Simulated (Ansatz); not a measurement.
# A defect in a wire: zigzag graphene nanoribbon (N = 4, H edges), B and B in place of neighbours C and C

Aim: how much does this defect scatter, and at which energies?

Program: Ansatz 0.2.0. Level of theory: DFT PBE, plane waves, PAW; relaxation of a wire's period, in the first sound run; inputs show where later runs differ. Results are calculated unless marked as measured.

### 1. The starting structure

The cell holds 10 atoms: 2 H and 8 C. Its edges and angles: a = 16.240 Å, b = 7.000 Å, c = 2.460 Å, α = 90.0°, β = 90.0°, γ = 90.0°. Vacuum lies along a and b. The structure's axis is c.

Structure file:

```cif
data_structure
_symmetry_space_group_name_H-M 'P 1'
_symmetry_Int_Tables_number 1
_cell_length_a 16.2400
_cell_length_b 7.0000
_cell_length_c 2.4595
_cell_angle_alpha 90.000
_cell_angle_beta 90.000
_cell_angle_gamma 90.000
_cell_volume 279.60
loop_
_atom_site_label
_atom_site_type_symbol
_atom_site_fract_x
_atom_site_fract_y
_atom_site_fract_z
_atom_site_occupancy
H1 H 0.21552 0.50000 0.00000 1
C2 C 0.28140 0.50000 0.00000 1
C3 C 0.45628 0.50000 0.00000 1
C4 C 0.54372 0.50000 0.00000 1
C5 C 0.71860 0.50000 0.00000 1
H6 H 0.78448 0.50000 0.00000 1
C7 C 0.32512 0.50000 0.50000 1
C8 C 0.41256 0.50000 0.50000 1
C9 C 0.58744 0.50000 0.50000 1
C10 C 0.67488 0.50000 0.50000 1
```

### 2. Relaxing the period

Band widths follow the bond lengths, so the wire is relaxed first. The atoms and the third cell vector are free; the box across stays fixed as vacuum. Moments are seeded so that a magnetic state can form if it lies lower. A Fermi-Dirac smearing is set since the result may be a metal. The pressure printed is a third of the stress's trace over the whole box, vacuum included; only the stress along the axis is relaxed.

Input file input.yaml:

```yaml
crystal:
  lattice:
    - [16.24, 0.0, 0.0]
    - [0.0, 7.0, 0.0]
    - [0.0, 0.0, 2.4595121467]
  atoms:
    - { symbol: H, position: [0.215517241, 0.5, 0.0] }
    - { symbol: C, position: [0.281403941, 0.5, 0.0], spin: 0.5 }
    - { symbol: C, position: [0.456280788, 0.5, 0.0] }
    - { symbol: C, position: [0.543719212, 0.5, 0.0] }
    - { symbol: C, position: [0.718596059, 0.5, 0.0], spin: -0.5 }
    - { symbol: H, position: [0.784482759, 0.5, 0.0] }
    - { symbol: C, position: [0.325123153, 0.5, 0.5] }
    - { symbol: C, position: [0.412561576, 0.5, 0.5] }
    - { symbol: C, position: [0.587438424, 0.5, 0.5] }
    - { symbol: C, position: [0.674876847, 0.5, 0.5] }
magnetization:
  spin_polarized: true
kpoints:
  mp_grid: { grid: [1, 1, 33] }
scf:
  occupations: { method: fermi_dirac, width: 0.05 }
hamiltonian:
  xc: pbe
relax:
  cell: { fix: [a, b, alpha, beta, gamma] }
  max_steps: 60
```

The run is started by

```
> ansatz run input.yaml --threads 4 --pin off --max-ram 16384MiB --backend cpu --events-out ev --progress --plain --runs-dir out
```

Numbers of over 12 decimals in the logs are rounded to 6 here.

The program printed:

```text
Engine: ansatz 0.2.0, aarch64-unknown-linux-gnu
Pseudopotentials: kind: paw
Pseudopotential: H, paw, valence charge 1, recommended cutoff 420 eV (normal), H.paw.azcp
Pseudopotential: C, paw, valence charge 4, recommended cutoff 420 eV (normal), C.paw.azcp
Functional definition: PBE
  parameter kappa = 0.804
  parameter beta = 0.066725
  exchange = pbe_x(kappa = kappa, mu = beta*pi^2/3)
  correlation = pbe_c(beta = beta)
Crystal: 10 atoms, lattice volume = 279.597 Å³
Basis set: ecut = 420 eV, 5437 PW (Γ), exchange–correlation on 240×96×36 points (8 copies of the dense FFT grid, shifted against one another)
Bands: 28, of which v1, the nominal top of the filled ones, is band 17 counted from 1 (16 counted from 0)
Symmetry: 4 space group operations
Space group: Pmm2 (ITA 25), of the structure as read, at distance tolerance 6.5e-5 Å
Magnetic group: BNS 47.251 (UNI 349), of the structure as read, at distance tolerance 6.5e-5 Å
k-points: 17 of 33
Non-local potential: H, projectors of the file, l = 0: 2, l = 1: 1
Non-local potential: C, projectors of the file, l = 0: 2, l = 1: 2, l = 2: 1
PAW form: soft (Blöchl's): semilocal exchange-correlation on the pseudo side does not see the compensation charge
PAW one-centre angular grid: H, 110 points (default); XC on 64 Gauss nodes
PAW one-centre angular grid: C, 110 points (default); XC on 64 Gauss nodes
Initial density: superposition of atomic densities (neutral atoms: chi_scale 0, normalization atom)
Starting moments: Σ|m| = 1 μB on 2 of 10 sites
Starting magnetic order: antiferromagnet; an inversion exchanges its spin sublattices: spin-degenerate at every k-point
Initial wavefunctions: pseudopotential atomic-orbital guess
Functional: x = pbe(κ = 0.804, μ = 0.219515), c = pbe(β = 0.066725)
SCF iter   1: F=—  HF=-2044.557915 eV  |F-HF|=—  |Δ(HF+E_count)|=         —  Δρ=3.65e-2 (↑3.65e-2 ↓3.65e-2)  dr2=1.46e1  dr2_m=6.78e-2  M=0.000 μB ∫|m|=0.637 μB  β_m=0.30  ethr=3.10e-3  ⟨swp⟩=6.9  Hψ=5099  notcnv=0  defer=50
preconditioner: auto → Resta (q_TF=auto, 1.920 Å⁻¹)  ε∞=1.6  [insulator: Δε(μ)=0.464 eV  Ē_g=16.407 eV  σ=0.050 eV  W_gap=0.98  n_scr=32 (ndim 8)  ℏωp=12.9 eV  f_vac=0.586  D(μ)=0.10/eV (n_scr^D=0)  ε∞_Penn≈1.6  vacuum switching on, ρ_ref=2.0e-2 e/Å³]
spin=Collinear: Resta preconditioning applied to the charge; magnetization (m = ρ↑ − ρ↓) channel mixes plain (no charge-response kernel on spin).
SCF iter   2: F=—  HF=-2040.863141 eV  |F-HF|=—  |Δ(HF+E_count)|=    3.69e0  Δρ=2.33e-2 (↑2.33e-2 ↓2.33e-2)  dr2=5.48e0  dr2_m=3.62e-2  M=-0.000 μB ∫|m|=0.649 μB  β_m=0.30  ethr=3.10e-3  ⟨swp⟩=3.0  Hψ=2149  notcnv=0  defer=154
SCF iter   3: F=—  HF=-2038.827068 eV  |F-HF|=—  |Δ(HF+E_count)|=    2.04e0  Δρ=6.03e-3 (↑6.03e-3 ↓6.02e-3)  dr2=1.78e-1  dr2_m=2.01e-2  M=0.000 μB ∫|m|=0.651 μB  β_m=0.30  ethr=3.10e-3  ⟨swp⟩=4.1  Hψ=2440  notcnv=0  defer=164
SCF iter   4: F=—  HF=-2038.798175 eV  |F-HF|=—  |Δ(HF+E_count)|=   2.89e-2  Δρ=2.56e-3 (↑2.56e-3 ↓2.56e-3)  dr2=1.86e-2  dr2_m=1.08e-2  M=-0.000 μB ∫|m|=0.668 μB  β_m=0.30  ethr=5.25e-4  ⟨swp⟩=3.2  Hψ=1686  notcnv=0  defer=177
SCF iter   5: F=—  HF=-2038.802672 eV  |F-HF|=—  |Δ(HF+E_count)|=   4.50e-3  Δρ=1.71e-3 (↑1.71e-3 ↓1.71e-3)  dr2=2.90e-3  dr2_m=6.05e-3  M=0.000 μB ∫|m|=0.680 μB  β_m=0.30  ethr=5.48e-5  ⟨swp⟩=2.7  Hψ=1522  notcnv=0  defer=173
SCF iter   6: F=—  HF=-2038.806310 eV  |F-HF|=—  |Δ(HF+E_count)|=   3.64e-3  Δρ=1.22e-3 (↑1.22e-3 ↓1.22e-3)  dr2=8.15e-4  dr2_m=3.45e-3  M=-0.000 μB ∫|m|=0.693 μB  β_m=0.30  ethr=8.53e-6  ⟨swp⟩=2.7  Hψ=1417  notcnv=0  defer=173
Mixer restart at iter 6: flushing history
spin-set hold released at iteration 6 (site moments contracting): the magnetisation degrees of freedom join the quasi-Newton model from the next iteration; the mixer history was flushed
SCF iter   7: F=—  HF=-2038.808260 eV  |F-HF|=—  |Δ(HF+E_count)|=   1.95e-3  Δρ=9.24e-4 (↑9.22e-4 ↓9.24e-4)  dr2=3.67e-4  dr2_m=2.01e-3  M=0.000 μB ∫|m|=0.704 μB  β_m=0.65  ethr=2.40e-6  ⟨swp⟩=3.0  Hψ=1473  notcnv=0  defer=173
SCF iter   8: F=—  HF=-2038.811432 eV  |F-HF|=—  |Δ(HF+E_count)|=   3.17e-3  Δρ=2.78e-4 (↑2.78e-4 ↓1.57e-4)  dr2=4.61e-4  dr2_m=1.10e-4  M=-0.000 μB ∫|m|=0.750 μB  β_m=0.64  ethr=1.08e-6  ⟨swp⟩=3.8  Hψ=1871  notcnv=0  defer=173
SCF iter   9: F=—  HF=-2038.811505 eV  |F-HF|=—  |Δ(HF+E_count)|=   7.23e-5  Δρ=2.20e-4 (↑1.23e-4 ↓2.20e-4)  dr2=2.51e-4  dr2_m=6.92e-5  M=0.000 μB ∫|m|=0.757 μB  β_m=0.65  ethr=1.08e-6  ⟨swp⟩=2.2  Hψ=1205  notcnv=0  defer=173
SCF iter  10: F=—  HF=-2038.811573 eV  |F-HF|=—  |Δ(HF+E_count)|=   6.85e-5  Δρ=1.14e-4 (↑9.15e-5 ↓1.14e-4)  dr2=3.36e-5  dr2_m=2.54e-5  M=0.000 μB ∫|m|=0.769 μB  β_m=0.74  ethr=7.39e-7  ⟨swp⟩=2.8  Hψ=1401  notcnv=0  defer=173
SCF iter  11: F=—  HF=-2038.811644 eV  |F-HF|=—  |Δ(HF+E_count)|=   7.07e-5  Δρ=4.82e-5 (↑3.62e-5 ↓4.82e-5)  dr2=2.09e-5  dr2_m=2.95e-6  M=0.000 μB ∫|m|=0.781 μB  β_m=0.61  ethr=9.89e-8  ⟨swp⟩=2.0  Hψ=1502  notcnv=0  defer=173
SCF iter  12: F=—  HF=-2038.811645 eV  |F-HF|=—  |Δ(HF+E_count)|=   1.39e-6  Δρ=1.46e-5 (↑1.28e-5 ↓1.46e-5)  dr2=5.41e-7  dr2_m=4.31e-7  M=0.000 μB ∫|m|=0.785 μB  β_m=0.62  ethr=6.16e-8  ⟨swp⟩=2.1  Hψ=1323  notcnv=0  defer=173
SCF iter  13: F=—  HF=-2038.811646 eV  |F-HF|=—  |Δ(HF+E_count)|=   5.10e-7  Δρ=5.48e-6 (↑5.48e-6 ↓5.15e-6)  dr2=2.50e-8  dr2_m=6.88e-8  M=0.000 μB ∫|m|=0.786 μB  β_m=0.81  ethr=2.94e-10  ⟨swp⟩=3.0  Hψ=3416  notcnv=0
SCF iter  14: F=—  HF=-2038.811646 eV  |F-HF|=—  |Δ(HF+E_count)|=   1.01e-7  Δρ=1.96e-6 (↑1.59e-6 ↓1.96e-6)  dr2=3.27e-8  dr2_m=2.36e-9  M=-0.000 μB ∫|m|=0.786 μB  β_m=0.65  ethr=7.36e-11  ⟨swp⟩=4.0  Hψ=2708  notcnv=0
SCF iter  15: F=-2038.811646 eV  HF=-2038.811646 eV  |F-HF|=5.64e-11  |Δ(HF+E_count)|=   6.02e-9  Δρ=3.00e-7 (↑2.78e-7 ↓3.00e-7)  dr2=2.28e-10  dr2_m=1.67e-10  M=-0.000 μB ∫|m|=0.787 μB  ethr=7.36e-11  ⟨swp⟩=3.9  Hψ=2499  notcnv=0
SCF 1 converged in 15 iterations: F = -2038.811646 eV  dr2 = 2.28e-10
  greatest PAW one-centre occupation: 0.678 electrons in one spin orbital (limit 2), on the C atom at site 4 (counted from 0), in its partial waves of l = 0
relax step   1: F+E_penalty+E_count = -2038.81164598 eV  Δ(F+E_penalty+E_count) = +0.000e0 eV  max|allowed force component| = 1.637e0 eV/Å  Δτ_max = 0.0000 Å  P = +0.541 GPa  Ω = 279.597 Å³  fix = [a, b, alpha, beta, gamma]  reactions: a +1.696, b +0.095 GPa  (15 SCF iters, dr2 threshold 1.00e-7 eV, accepted)
Crystal: 10 atoms, lattice volume = 279.982 Å³
Basis set: ecut = 420 eV, 5449 PW (Γ), exchange–correlation on 240×96×36 points (8 copies of the dense FFT grid, shifted against one another)
[...]
relax step   5: F+E_penalty+E_count = -2038.87371434 eV  Δ(F+E_penalty+E_count) = -7.336e-5 eV  max|allowed force component| = 2.628e-3 eV/Å  Δτ_max = 0.0005 Å  P = +0.037 GPa  Ω = 279.992 Å³  energy of the carried Pulay correction = -3.752e-4 eV  fix = [a, b, alpha, beta, gamma]  reactions: a +0.019, b +0.092 GPa  (6 SCF iters, dr2 threshold 1.13e-8 eV, accepted)
Initial wavefunctions: pseudopotential atomic-orbital guess (no wavefunctions were taken with the density)
iter 1 solved again at ethr=3.48e-7 eV; its pass at ethr=3.10e-3 eV (dr2=1.18e-4 eV) is discarded
SCF iter   1: F=—  HF=-2038.873957 eV  |F-HF|=—  |Δ(HF+E_count)|=         —  Δρ=7.41e-6 (↑7.41e-6 ↓7.40e-6)  dr2=3.01e-8  dr2_m=1.48e-10  M=0.000 μB ∫|m|=0.752 μB  β_m=0.30  ethr=3.48e-7  ⟨swp⟩=3.4  Hψ=8185  notcnv=0
eigensolver tolerance schedule: the retry pair's looser diagonalisation over-reported the residual by 3922.85 of it (diagonalisation noise at 0.79 of the residual, at the tolerance the schedule requests for it); recorded, not acted on — ethr = c·dr2/N_el stays at c = 1.0e-1
preconditioner: auto → Resta (q_TF=auto, 1.920 Å⁻¹)  ε∞=1.8  [insulator: Δε(μ)=0.560 eV  Ē_g=14.100 eV  σ=0.050 eV  W_gap=0.99  n_scr=32 (ndim 8)  ℏωp=12.9 eV  f_vac=0.639  D(μ)=0.04/eV (n_scr^D=0)  ε∞_Penn≈1.8  vacuum switching on, ρ_ref=1.4e-2 e/Å³]
spin=Collinear: Resta preconditioning applied to the charge; magnetization (m = ρ↑ − ρ↓) channel mixes plain (no charge-response kernel on spin).
SCF iter   2: F=—  HF=-2038.874026 eV  |F-HF|=—  |Δ(HF+E_count)|=   6.90e-5  Δρ=5.18e-6 (↑5.18e-6 ↓5.18e-6)  dr2=1.13e-8  dr2_m=9.13e-11  M=-0.000 μB ∫|m|=0.752 μB  β_m=0.46  ethr=8.86e-11  ⟨swp⟩=3.0  Hψ=1814  notcnv=0
SCF iter   3: F=—  HF=-2038.874071 eV  |F-HF|=—  |Δ(HF+E_count)|=   4.53e-5  Δρ=2.39e-6 (↑2.39e-6 ↓2.37e-6)  dr2=5.16e-9  dr2_m=3.77e-11  M=0.000 μB ∫|m|=0.752 μB  β_m=0.51  ethr=3.33e-11  ⟨swp⟩=2.9  Hψ=1635  notcnv=0
SCF iter   4: F=—  HF=-2038.874091 eV  |F-HF|=—  |Δ(HF+E_count)|=   1.99e-5  Δρ=3.83e-7 (↑3.69e-7 ↓3.83e-7)  dr2=5.41e-10  dr2_m=1.18e-11  M=-0.000 μB ∫|m|=0.752 μB  β_m=0.49  ethr=1.52e-11  ⟨swp⟩=2.8  Hψ=1697  notcnv=0
iter 5 met the thresholds in force, and the SCF goes on: an eigenvalue changes by 0.21 meV, over its tolerance of 0.05 meV (output.eigenvalues, Limitations)
SCF iter   5: F=-2038.874092 eV  HF=-2038.874092 eV  |F-HF|=3.31e-8  |Δ(HF+E_count)|=   5.49e-7  Δρ=1.14e-7 (↑1.14e-7 ↓1.03e-7)  dr2=6.65e-11  dr2_m=6.81e-12  M=0.000 μB ∫|m|=0.752 μB  β_m=0.59  ethr=1.00e-12  ⟨swp⟩=3.0  Hψ=3528  notcnv=0
iter 6 met the thresholds in force, and the SCF goes on: an eigenvalue changes by 0.06 meV, over its tolerance of 0.05 meV (output.eigenvalues, Limitations)
SCF iter   6: F=-2038.874092 eV  HF=-2038.874092 eV  |F-HF|=1.01e-10  |Δ(HF+E_count)|=   3.39e-8  Δρ=5.25e-8 (↑4.72e-8 ↓5.25e-8)  dr2=2.69e-11  dr2_m=3.13e-12  M=-0.000 μB ∫|m|=0.752 μB  β_m=1.00  ethr=1.00e-12  ⟨swp⟩=2.9  Hψ=3266  notcnv=0
Mixer restart at iter 6: flushing history
SCF iter   7: F=-2038.874092 eV  HF=-2038.874092 eV  |F-HF|=1.96e-10  |Δ(HF+E_count)|=  1.81e-10  Δρ=7.90e-8 (↑7.90e-8 ↓6.76e-8)  dr2=2.16e-10  dr2_m=9.36e-13  M=0.000 μB ∫|m|=0.752 μB  β_m=1.00  ethr=1.00e-12  ⟨swp⟩=2.2  Hψ=1295  notcnv=0  κ⁻¹=1.0e0(r=1)
SCF iter   8: F=-2038.874092 eV  HF=-2038.874092 eV  |F-HF|=5.00e-12  |Δ(HF+E_count)|=  4.09e-11  Δρ=2.66e-8 (↑1.50e-8 ↓2.66e-8)  dr2=7.87e-12  dr2_m=7.41e-13  M=-0.000 μB ∫|m|=0.752 μB  ethr=1.00e-12  ⟨swp⟩=3.0  Hψ=3113  notcnv=0
SCF 6 converged in 8 iterations: F = -2038.874092 eV  dr2 = 7.87e-12
relax step   6: F+E_penalty+E_count = -2038.87409197 eV  Δ(F+E_penalty+E_count) = -3.776e-4 eV  max|allowed force component| = 2.750e-3 eV/Å  Δτ_max = 0.0000 Å  P = +0.037 GPa  Ω = 279.992 Å³  fix = [a, b, alpha, beta, gamma]  reactions: a +0.013, b +0.106 GPa  stress off target by 6.85e-3 GPa on what of the cell is left free  SCF on the basis re-selected at this cell (its energy is not comparable with the rows above)  (8 SCF iters)
basis re-selected at this cell: Δ(F+E_penalty+E_count) = -3.776e-4 eV, ΔP = +0.001 GPa vs the last step (what re-selecting the basis moved, of the pressure what is left beyond the Pulay correction that the steps carried, after the strain that the cell walked since its last selection, with what the two solves' SCF thresholds leave and, on support functions, any second-order correction that the steps lacked; it is no m [...]
SCF converged after 8 iterations
an eigenvalue changed by more than its tolerance at an iteration that met the thresholds in force, so the SCF went on 2 times, its first undamped step at iteration 6: the last check found none over its tolerance
Magnetization: -0.0000 μB (17.0000 up, 17.0000 down)
Absolute magnetization: 0.7516 μB (∫|ρ↑−ρ↓|, with the PAW one-centre terms)
Spin contamination: 0.2236 ħ² per cell (⟨S²⟩ above its minimum at these occupations)
Per-site moments (μB) at R_I (Å): [(-0.00199506, 0.450494), (0.051803, 0.450494), (-0.015977, 0.585447), (0.015977, 0.585447), (-0.051803, 0.450494), (0.00199506, 0.450494), (-0.022569, 0.580517), (0.027449, 0.585447), (-0.027449, 0.585447), (0.022569, 0.580517)]
Free energy (F): -2038.874092 eV
Harris-Foulkes:  -2038.874092 eV  (|F-HF|=5.00e-12)
Internal energy: -2038.873350 eV  (E = F + TS)
E sigma→0 (E₀):  -2038.873721 eV
Entropy (-TS):   -0.000742 eV (-0.074 meV/atom)
Fermi energy:    -1.087969 eV
--- Per-component energies (eV) ---
  E_band       = -335.377614
  E_kinetic    = 752.333968
  E_local      = -6739.520623  (includes V_loc(G=0)·N_el)
  E_nonlocal   = 221.937025
  E_hartree    = 2991.325930
  E_xc         = -400.940772
  E_vxc        = -497.063167  (∫ρ·V_xc dr)
  E_paw        = -795.790806  (= ΣΔE_a)
  E_vpaw       = -55.714025  (= ΣTr[D̂ρ^β])
  E_aug_tail   = -0.002685  (compensation charges beyond the density's cutoff)
  E_ewald      = 1931.784613
  E_smearing   = -0.000742  (= −TS)
  E_closure    = -0.000000  (closes the sum)
  Σ components = -2038.874092   (vs F -2038.874092, Δ=0.00e0)
--- Forces (eV/Å), atoms counted from 1 ---
  atom   1  H     -0.00134935     0.00000000     0.00000000
  atom   2  C      0.00024272     0.00000000     0.00000000
  atom   3  C     -0.00138365     0.00000000     0.00000000
  atom   4  C      0.00140035     0.00000000     0.00000000
  atom   5  C     -0.00024425     0.00000000     0.00000000
  atom   6  H      0.00133488     0.00000000     0.00000000
  atom   7  C     -0.00075368     0.00000000     0.00000000
  atom   8  C     -0.00274351     0.00000000     0.00000000
  atom   9  C      0.00275021     0.00000000     0.00000000
  atom  10  C      0.00074611     0.00000000     0.00000000
  max |Σ_I F_I| component: 1.59e-7 eV/Å
--- Stress (GPa, compression-positive) ---
        0.012936       0.000000       0.000000
        0.000000       0.106312       0.000000
        0.000000       0.000000      -0.006846
  P = ⅓ Tr σ = 0.0375 GPa (0.375 kbar)
--- Relaxed structure (5 steps of the walk, 5 accepted, 1 SCFs on fresh bases) ---
  F+E_penalty+E_count = -2038.87409197 eV   max|allowed force component| = 2.750e-3 eV/Å   (the final SCF, on the basis selected at the relaxed cell)
  cell:  # Å, volume = 279.9917 Å³
    - [16.24, 0.0, 0.0]
    - [0.0, 7.0, 0.0]
    - [0.0, 0.0, 2.462982]
  atoms:
    - { symbol: H, position: [0.214198, 0.5, 0.0] }
    - { symbol: C, position: [0.281446, 0.5, 0.0] }
    - { symbol: C, position: [0.455800, 0.5, 0.0] }
    - { symbol: C, position: [0.544200, 0.5, 0.0] }
    - { symbol: C, position: [0.718554, 0.5, 0.0] }
    - { symbol: H, position: [0.785802, 0.5, 0.0] }
    - { symbol: C, position: [0.323388, 0.5, 0.5] }
    - { symbol: C, position: [0.412357, 0.5, 0.5] }
    - { symbol: C, position: [0.587643, 0.5, 0.5] }
    - { symbol: C, position: [0.676612, 0.5, 0.5] }
```

The job ended after 53 s (4 threads of Arm Neoverse V1, shared host; peak memory 0.67 GiB; 3.5 min of CPU time).

The steps of the relaxation:

| step | energy less that of the first step (eV) | largest force component (eV/Å) | pressure (GPa) | volume (Å³) |
| --- | --- | --- | --- | --- |
| 1 | 0.0000 | 1.6369 | 0.54 | 279.60 |
| 2 | -0.0490 | 0.7862 | 0.17 | 279.98 |
| 3 | -0.0621 | 0.0385 | 0.11 | 279.81 |
| 4 | -0.0620 | 0.0066 | 0.00 | 280.05 |
| 5 | -0.0621 | 0.0026 | 0.04 | 279.99 |
| 6* | -0.0624 | 0.0027 | 0.04 | 279.99 |

Relaxation steps marked * repeat the geometry before them on a plane-wave basis chosen anew for their cell, so energy and pressure can jump there.

The run keeps the 4 symmetry operations that it works with, so distortions that break them were not tested.

| cell as run | before | after | change |
| --- | --- | --- | --- |
| c (Å) | 2.460 | 2.463 | +0.1 % |

The atoms that moved most (Å, along periodic axes as changes of fractional coordinates times the final cell, across vacuum about the mean position):

| atom | dx | dy | dz | length |
| --- | --- | --- | --- | --- |
| C10 | 0.028 | 0.000 | 0.000 | 0.028 |
| C7 | -0.028 | 0.000 | 0.000 | 0.028 |
| H6 | 0.021 | 0.000 | 0.000 | 0.021 |
| H1 | -0.021 | 0.000 | 0.000 | 0.021 |
| C3 | -0.008 | 0.000 | 0.000 | 0.008 |
| C4 | 0.008 | 0.000 | 0.000 | 0.008 |

Numbers from this step:

* energy at zero smearing: -2038.8737 eV
* absolute moment: 0.7516 μB
* cell length along the wire: 2.463 Å

The cell's length comes to 2.463 Å with an absolute moment of 0.75 μB a cell.

(Continued in part 2 of 5.)

[Logs are printed without paths, hosts, clocks, repeated set-up lines and the standing remarks that a program may print on its own settings, such as how far it seeks lower states.]

[Hosts, paths, dates, database ids (printed as entryN), source tags and the programs' standing remarks are cut or masked in the printed files.]
